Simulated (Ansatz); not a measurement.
# Ge16H3: the cost of one run

Computed with Ansatz 0.2.0 (DFT r2SCAN, scalar-relativistic, plane waves, PAW, unless a step's input says otherwise).

## 1. The starting structure

Symmetry: Pmm2, No. 25, orthorhombic system. The conventional cell has a = 4.012 Å, b = 8.023 Å, c = 38.456 Å, α = 90.00°, β = 90.00°, γ = 90.00°. Ge (site symmetry m) has 1 H at 1.54 Å as nearest neighbours. Ge (site symmetry m) has 4 Ge at 2.45 to 2.48 Å as nearest neighbours. Ge (site symmetry mm2) is surrounded by 4 Ge at 2.43 to 2.45 Å. Ge (site symmetry mm2) has 4 Ge at 2.48 Å as nearest neighbours. Ge (site symmetry mm2) is surrounded by 4 Ge at 2.43 to 2.44 Å. Ge (site symmetry m) has 4 Ge at 2.44 to 2.48 Å as nearest neighbours. Ge (site symmetry m) is surrounded by 4 Ge at 2.45 to 2.47 Å. Only part of the 27 independent sites is listed.

Structure file:

```
Ge H
1.0
     4.01170    0.00000    0.00000
     0.00000    8.02340    0.00000
     0.00000    0.00000   38.45568
Ge H
32 6
Cartesian
  0.0000 0.7583 29.5260
  0.0000 3.2534 29.5260
  2.0059 0.1243 28.2678
  2.0059 3.8874 28.2678
  2.0059 2.0058 26.6953
  2.0059 6.0175 26.9901
  0.0000 2.0058 25.3238
  0.0000 6.0175 25.5312
  0.0000 -0.0484 24.0111
  0.0000 4.0601 24.0111
  2.0059 -0.0373 22.5933
  2.0059 4.0490 22.5933
  2.0059 2.0058 21.2102
  2.0059 6.0175 21.1406
  0.0000 2.0058 19.7816
  0.0000 6.0175 19.7330
  0.0000 0.0114 18.3391
  0.0000 4.0003 18.3391
  2.0059 0.0084 16.9210
  2.0059 4.0033 16.9210
  2.0059 2.0058 15.4953
  2.0059 6.0175 15.5108
  0.0000 2.0058 14.0802
  0.0000 6.0175 14.0907
  0.0000 -0.0022 12.6686
  0.0000 4.0139 12.6686
  2.0059 -0.0015 11.2542
  2.0059 4.0132 11.2542
  2.0059 2.0058 9.8409
  2.0059 6.0175 9.8390
  0.0000 2.0058 8.4604
  0.0000 6.0175 8.4604
  0.0000 3.2351 7.5000
  0.0000 0.7766 7.5000
  0.0000 7.2468 7.5000
  0.0000 4.7883 7.5000
  0.0000 0.2229 30.9672
  0.0000 3.7888 30.9672
```

## 2. Single point: Ge32H6 slab, no spin

The cell repeats along c, and a dipole correction in the vacuum removes the field between the copies.

input.yaml

```yaml
crystal:
  lattice:
    - [4.0117, 0.0, 0.0]
    - [0.0, 8.023399, 0.0]
    - [0.0, 0.0, 38.455682]
  atoms:
    - { symbol: Ge, position: [0.0, 0.094511, 0.767792] }
    - { symbol: Ge, position: [0.0, 0.405489, 0.767792] }
    - { symbol: Ge, position: [0.5, 0.015496, 0.735074] }
    - { symbol: Ge, position: [0.5, 0.484504, 0.735074] }
    - { symbol: Ge, position: [0.5, 0.25, 0.694183] }
    - { symbol: Ge, position: [0.5, 0.75, 0.701849] }
    - { symbol: Ge, position: [0.0, 0.25, 0.65852] }
    - { symbol: Ge, position: [0.0, 0.75, 0.663912] }
    - { symbol: Ge, position: [0.0, -0.0060357, 0.624383] }
    - { symbol: Ge, position: [0.0, 0.506036, 0.624383] }
    - { symbol: Ge, position: [0.5, -0.0046534, 0.587515] }
    - { symbol: Ge, position: [0.5, 0.504653, 0.587515] }
    - { symbol: Ge, position: [0.5, 0.25, 0.551548] }
    - { symbol: Ge, position: [0.5, 0.75, 0.549739] }
    - { symbol: Ge, position: [0.0, 0.25, 0.514399] }
    - { symbol: Ge, position: [0.0, 0.75, 0.513136] }
    - { symbol: Ge, position: [0.0, 0.0014175, 0.476889] }
    - { symbol: Ge, position: [0.0, 0.498582, 0.476889] }
    - { symbol: Ge, position: [0.5, 0.0010426, 0.440014] }
    - { symbol: Ge, position: [0.5, 0.498957, 0.440014] }
    - { symbol: Ge, position: [0.5, 0.25, 0.402938] }
    - { symbol: Ge, position: [0.5, 0.75, 0.403342] }
    - { symbol: Ge, position: [0.0, 0.25, 0.366142] }
    - { symbol: Ge, position: [0.0, 0.75, 0.366415] }
    - { symbol: Ge, position: [0.0, -0.0002767, 0.329434] }
    - { symbol: Ge, position: [0.0, 0.500277, 0.329434] }
    - { symbol: Ge, position: [0.5, -0.00018537, 0.292654] }
    - { symbol: Ge, position: [0.5, 0.500185, 0.292654] }
    - { symbol: Ge, position: [0.5, 0.25, 0.255903] }
    - { symbol: Ge, position: [0.5, 0.75, 0.255854] }
    - { symbol: Ge, position: [0.0, 0.25, 0.220005] }
    - { symbol: Ge, position: [0.0, 0.75, 0.220005] }
    - { symbol: H, position: [0.0, 0.403214, 0.19503] }
    - { symbol: H, position: [0.0, 0.096786, 0.19503] }
    - { symbol: H, position: [0.0, 0.903214, 0.19503] }
    - { symbol: H, position: [0.0, 0.596786, 0.19503] }
    - { symbol: H, position: [0.0, 0.027778, 0.805269] }
    - { symbol: H, position: [0.0, 0.472222, 0.805269] }
scf:
  occupations: { method: gaussian, width: 0.03 }
output:
  eigenvalues: true
  write_density: true
  write_potential: true
  elf: true
  volumetric_format: npy
hamiltonian:
  xc: r2scan
efield:
  axis: 3
  dipole_correction: true
kpoints:
  mp_grid: { grid: [4, 2, 1] }
```

Launch:

```bash
ansatz run input.yaml --threads 16 --pin off --max-ram 32768MiB --backend cpu --events-out ev --progress --plain --runs-dir out
```

**Question.** How long does this run take on 16 threads of Arm Neoverse N1, shared host, and how much memory does it need?

About 86 s, with a peak of 10 GiB.
